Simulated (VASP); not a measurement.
Set up this calculation in VASP 6.6.1, as the native input.

```yaml
Task: relaxation of cell and atoms
Functional: optB88-vdW
Potentials_or_basis: VASP PAW PBE potentials, release 64 (Ta_pv, N)
Cutoff: 600 eV
k_mesh: 10 × 10 × 5
Occupations: fermi-dirac, width 0.05 eV
Spin: no spin polarisation
Further_INCAR_settings: ALGO = Normal; EDIFF = 1e-07; IBRION = 2; EDIFFG = -0.01; NSW = 60; ISIF = 3
```

The structure of TaN lies in POSCAR:

```
TaN
1.0
    2.9217699809      0.0000000000      0.0000000000
   -1.4608849905      2.5303270275      0.0000000000
    0.0000000000      0.0000000000      5.9165150000
Ta N
2 2
Direct
    0.0000000000      0.0000000000      0.5000000000
    0.0000000000      0.0000000000      0.0000000000
    0.3333333333      0.6666666667      0.2500000000
    0.6666666667      0.3333333333      0.7500000000
```

The cell comes from a database or a generator and needn't be the stable form of this composition.

The input as run:

INCAR

```
AGGAC = 0.0 ; ALGO = Normal
EDIFF = 1E-7 ; EDIFFG = -0.01
ENCUT = 600 ; GGA = BO
IBRION = 2 ; ISIF = 3
ISMEAR = -1 ; LASPH = T
LCHARG = F ; LREAL = F
LUSE_VDW = T ; LWAVE = F
NELM = 60 ; NSW = 60
PARAM1 = 0.1833333333 ; PARAM2 = 0.22
PREC = Accurate ; SIGMA = 0.05
```

KPOINTS

```
k-points
0
Gamma
  10 10 5
```

Potentials or basis: VASP PAW PBE potentials, release 64 (Ta_pv, N).

Run with:

```console
$ cat potpaw_PBE.64/Ta_pv/POTCAR potpaw_PBE.64/N/POTCAR > POTCAR
$ mpirun -np 1 vasp_std > vasp.out
```

It gave:

```json
{
  "Energy gained by relaxing": "0.0 meV/atom",
  "Ionic steps": "3",
  "Pressure after relaxing": "0.0 GPa",
  "Band gap on the k mesh": "none (metal or under the smearing width)"
}
```

Caveat: the PAW data sets were made with another functional, which shifts forces and pressure a little.

Run time: 3.3 min on 1 thread of Intel(R) Xeon(R) Platinum 8259CL CPU @ 2.50GHz (Skylake/Cascade Lake), on a shared host, peak memory 0.38 GiB.
